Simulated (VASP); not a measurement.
InSb: phonons with PBE

The system is InSb.

```xyz
2
Lattice="0.0000 3.2391 3.2391 3.2391 0.0000 3.2391 3.2391 3.2391 0.0000" Properties=species:S:1:pos:R:3 pbc="T T T"
In    0.0000    0.0000    0.0000
Sb    1.6196    1.6196    1.6196
```

* Program: VASP 6.6.1
* Task: phonons
* Functional: PBE
* Potentials or basis: VASP PAW PBE potentials, release 64 (In_d, Sb)
* Cutoff: 600 eV
* k mesh: 8 × 8 × 8
* Occupations: gaussian, width 0.02 eV
* Spin: no spin polarisation
* Further INCAR settings: ALGO = Normal; EDIFF = 1e-08; IBRION = 6; POTIM = 0.015; NSW = 1

```yaml
Relaxed_volume: 36.50 Å³/atom
Relaxed_cell: a = 4.691 Å, b = 4.691 Å, c = 4.691 Å, α = 60.00°, β = 60.00°, γ = 60.00°
Space_group_after_relaxing_to_0.05_Å: F-43m (No. 216)
Highest_phonon_frequency_at_Γ_LO-TO_splitting_left_out: 160 cm⁻¹
```

Step by step:
```
step  energy change (eV)  largest force (eV/Å)  pressure (GPa)  volume (Å³)
   1              0.0000                0.0000            3.15        67.97
   2             -0.0417                0.0000           -0.82        74.76
   3             -0.0463                0.0000            0.01        73.00
   4             -0.0463                0.0000           -0.04        73.10
   5             -0.0463                0.0000            0.01        73.01
```

Final structure:
```cif
data_structure
_symmetry_space_group_name_H-M 'P 1'
_symmetry_Int_Tables_number 1
_cell_length_a 4.6913
_cell_length_b 4.6913
_cell_length_c 4.6913
_cell_angle_alpha 60.000
_cell_angle_beta 60.000
_cell_angle_gamma 60.000
_cell_volume 73.01
loop_
_atom_site_label
_atom_site_type_symbol
_atom_site_fract_x
_atom_site_fract_y
_atom_site_fract_z
_atom_site_occupancy
In1 In 0.00000 0.00000 0.00000 1
Sb1 Sb 0.25000 0.25000 0.25000 1
```

Phonon frequencies in cm⁻¹ (negative: imaginary):
| q point | frequencies |
| --- | --- |
| (0.000, 0.000, 0.000) | 0 0 0 160 160 160 |

Wall time 6.4 min on 1 thread of Intel(R) Xeon(R) Platinum 8375C CPU @ 2.90GHz (Ice Lake), with other jobs on the host, peak memory 0.38 GiB.

The run has no spin-orbit coupling, so splittings on Sb are missing.
